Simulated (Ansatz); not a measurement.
# Localised basis functions on twisted h-SiC/h-AlN monolayer on bilayer, 27.80° (78 atoms), part 2 of 2

Wanted: errors and times of a linear-scaling basis for twisted h-SiC/h-AlN monolayer on bilayer, 27.80° (78 atoms). A setting counts as converged where the r.m.s. difference of forces stays under 1 % of the r.m.s. force.

Ansatz 0.2.0; Kohn-Sham DFT, PBE+D3(BJ), PAW (set soft_2), plane waves.

The cell: 26 Si, 26 C, 13 Al and 13 N. Beside vacuum, support functions can miss their usual error bounds without a warning. Sampling is at Γ alone, for a cell whose shortest periodic width is 10 Å.

So far. Step 9 (Support functions medium, radius 4.27 Å): Forces differ from the reference by 0.17 meV/Å r.m.s., 0.053 % of their size, well within a tolerance of 1 %; the energy by -2.2 meV/atom. It took 2.2 min and 15 cycles; the reference's time can't be set against it, since the two runs asked for unlike analyses. Step 10 (Changed: scf.algorithm = "density_mixing"): Forces differ from the reference by 0 meV/Å r.m.s., 1.0e-4 % of their size.

### Step 13. Distances and neighbours

Bonds and neighbours are counted at the geometry of the runs.

Normalised to the volume that the atoms fill. g(r), total and by pair (bins of 0.2 Å):

| r (Å) | total | C-C | C-Si | C-Al | C-N | Si-Si | Si-Al |
| --- | --- | --- | --- | --- | --- | --- | --- |
| 1.70 | 2.50 | 0.00 | 7.55 | 0.00 | 0.00 | 0.00 | 0.00 |
| 1.90 | 1.96 | 0.00 | 5.85 | 0.00 | 0.00 | 0.00 | 0.00 |
| 2.10 | 0.00 | 0.00 | 0.00 | 0.00 | 0.00 | 0.00 | 0.00 |
| 2.30 | 0.00 | 0.00 | 0.00 | 0.00 | 0.00 | 0.00 | 0.00 |
| 2.50 | 0.00 | 0.00 | 0.00 | 0.00 | 0.00 | 0.00 | 0.00 |
| 2.70 | 0.00 | 0.00 | 0.00 | 0.00 | 0.00 | 0.00 | 0.00 |
| 2.90 | 0.00 | 0.00 | 0.00 | 0.00 | 0.00 | 0.00 | 0.00 |
| 3.10 | 3.10 | 8.88 | 0.60 | 0.00 | 0.00 | 8.89 | 0.00 |
| 3.30 | 0.02 | 0.00 | 0.11 | 0.00 | 0.00 | 0.00 | 0.00 |
| 3.50 | 0.89 | 0.00 | 1.91 | 0.55 | 0.55 | 0.00 | 0.55 |
| 3.70 | 1.80 | 3.23 | 3.05 | 0.50 | 0.51 | 3.22 | 0.51 |
| 3.90 | 0.25 | 0.00 | 0.00 | 0.67 | 0.67 | 0.00 | 0.67 |
| 4.10 | 0.25 | 0.00 | 0.00 | 0.47 | 0.41 | 0.00 | 0.54 |
| 4.30 | 0.29 | 0.00 | 0.00 | 0.72 | 0.84 | 0.00 | 0.66 |
| 4.50 | 0.66 | 0.00 | 2.17 | 0.44 | 0.38 | 0.00 | 0.43 |
| 4.70 | 1.64 | 0.64 | 4.18 | 0.30 | 0.30 | 0.49 | 0.30 |
| 4.90 | 0.68 | 1.24 | 0.57 | 0.69 | 0.69 | 1.39 | 0.70 |
| 5.10 | 0.15 | 0.00 | 0.00 | 0.25 | 0.25 | 0.00 | 0.25 |
| 5.30 | 0.82 | 2.04 | 0.00 | 0.36 | 0.36 | 2.08 | 0.36 |
| 5.50 | 0.57 | 0.94 | 0.00 | 0.62 | 0.66 | 0.91 | 0.66 |
| 5.70 | 0.95 | 2.64 | 1.32 | 0.04 | 0.00 | 2.64 | 0.00 |
| 5.90 | 0.23 | 0.00 | 0.00 | 0.58 | 0.58 | 0.00 | 0.58 |
| 6.10 | 0.13 | 0.00 | 0.00 | 0.30 | 0.33 | 0.03 | 0.27 |
| 6.30 | 1.15 | 2.23 | 1.10 | 0.31 | 0.28 | 2.21 | 0.34 |
| 6.50 | 0.85 | 0.00 | 2.06 | 0.42 | 0.39 | 0.00 | 0.42 |
| 6.70 | 0.29 | 0.00 | 0.00 | 0.67 | 0.84 | 0.00 | 0.74 |
| 6.90 | 0.40 | 0.00 | 0.47 | 0.61 | 0.51 | 0.00 | 0.62 |
| 7.10 | 0.51 | 0.06 | 1.02 | 0.53 | 0.40 | 0.02 | 0.35 |

Bonds by pair of elements; cutoffs follow the first minimum of g(r), held within bounds set by covalent radii, and pairs that aren't listed don't count as bonded (cutoffs were set anew for this text, so counts can differ from the run's own analysis):

| pair A-B | cutoff (Å) | bonds | mean length (Å) | spread (Å) | shortest (Å) | B about A | A about B |
| --- | --- | --- | --- | --- | --- | --- | --- |
| C-Si | 2.23 | 78 | 1.80 | 0.013 | 1.77 | 3 | 3 |
| Al-N | 2.23 | 39 | 1.80 | 0.015 | 1.77 | 3 | 3 |

How many atoms have how many bonded neighbours:

| element | mean | 3 |
| --- | --- | --- |
| Al | 3 | 13 |
| C | 3 | 26 |
| N | 3 | 13 |
| Si | 3 | 26 |

By these cutoffs all Al atoms have 3, all C atoms have 3, all N atoms have 3 and all Si atoms have 3 bonded neighbours.

A closer look about C8, which bears the longest force: 17 atoms, nearest first, numbered in the order of the input, with positions taken from that point.

| atom | x | y | z | distance (Å) | bonds | Löwdin charge (e) | Fx | Fy | Fz (eV/Å) |
| --- | --- | --- | --- | --- | --- | --- | --- | --- | --- |
| C8 | 0.00 | 0.00 | 0.00 | 0.00 | 3 | -0.98 | 1.05 | -0.40 | 0.01 |
| Si7 | -1.27 | 1.23 | 0.03 | 1.77 | 3 | 1.11 | -0.39 | 0.64 | 0.05 |
| Si5 | -0.41 | -1.76 | 0.02 | 1.80 | 3 | 1.10 | -0.28 | -0.04 | 0.08 |
| Si13 | 1.76 | 0.49 | 0.01 | 1.83 | 3 | 1.11 | -0.54 | -0.07 | 0.22 |
| C2 | -3.01 | 0.73 | 0.03 | 3.10 | 3 | -0.99 | 0.25 | -0.08 | -0.02 |
| C10 | -0.83 | 2.99 | 0.02 | 3.11 | 3 | -0.98 | 0.06 | -0.41 | 0.00 |
| C26 | -2.14 | -2.26 | 0.01 | 3.11 | 3 | -0.98 | 0.31 | -0.19 | -0.01 |
| C16 | 2.18 | 2.23 | 0.03 | 3.12 | 3 | -1.00 | 0.32 | -0.18 | -0.12 |
| C6 | 0.89 | -3.01 | 0.01 | 3.14 | 3 | -0.99 | 0.24 | 0.45 | -0.01 |
| C14 | 3.07 | -0.74 | 0.03 | 3.16 | 3 | -0.99 | -0.57 | -0.38 | -0.14 |
| Si31 | 0.02 | 0.00 | 3.21 | 3.21 | 3 | 1.08 | 0.46 | -0.42 | -0.22 |
| Si25 | -3.43 | -1.02 | 0.02 | 3.58 | 3 | 1.11 | 0.02 | 0.14 | 0.13 |
| Si15 | 0.90 | 3.46 | 0.04 | 3.58 | 3 | 1.11 | -0.53 | 0.68 | 0.06 |
| Si11 | 2.63 | -2.50 | 0.02 | 3.63 | 3 | 1.11 | -0.37 | 0.07 | 0.16 |
| C52 | -1.69 | -0.52 | 3.19 | 3.65 | 3 | -1.00 | -0.90 | 0.35 | 0.06 |
| C34 | 0.44 | 1.74 | 3.23 | 3.69 | 3 | -1.01 | 0.57 | -0.14 | 0.02 |
| C32 | 1.32 | -1.26 | 3.23 | 3.71 | 3 | -1.00 | -0.14 | 0.03 | 0.00 |

The column of bonds counts only the pairs C-Si within 2.23 Å, Al-N within 2.23 Å; other neighbours, such as metal atoms beside each other in a compound, aren't counted, and periodic images can show an atom twice.

### Step 14. Outcome

```
free energy per atom                             : -449.4370 eV/atom
r.m.s. force component                           : 0.3203 eV/Å
gap (highest filled to lowest empty level) : 2.078 eV
wall time of the 6 DFT runs                      : 16 min
```

**Reading.** Against plane waves at 420 eV, the forces differ by 0.18 meV/Å (0.056 %) with support functions medium, and by 0.15 meV/Å in the closest run (support functions high). Scf.algorithm = "density_mixing" had no effect here: forces stay within 0.002 meV/Å and the energy within 0.002 meV/atom. At 78 atoms the fastest of the runs at a preset level, support functions low, takes roughly 5.1 times the time of plane waves (whose run also made extra analyses, so the like-for-like ratio is larger), in 13 SCF cycles against 9. Differences between support functions and plane waves include what basis error the plane-wave run still has.

Between filled and empty levels lie 2.08 eV at Γ alone; the mesh holds the band edges only if they fold onto it, so the gap at this level can be narrower or closed, while semilocal functionals tend to narrow gaps against experiment. With the cutoffs above, all Al atoms have 3, all C atoms have 3, all N atoms have 3 and all Si atoms have 3 bonded neighbours.

**Limits.** The geometry was built by rule, was displaced at random and isn't relaxed at this level: its force components are 0.32 eV/Å r.m.s. The slab bears a dipole and has periodic images along its normal, so a spurious field crosses the vacuum.

[Logs are printed without paths, hosts, clocks, repeated set-up lines and the standing remarks that a program may print on its own settings, such as how far it seeks lower states.]

[Hosts, paths, dates, database ids (printed as entryN), source tags and the programs' standing remarks are cut or masked in the printed files.]
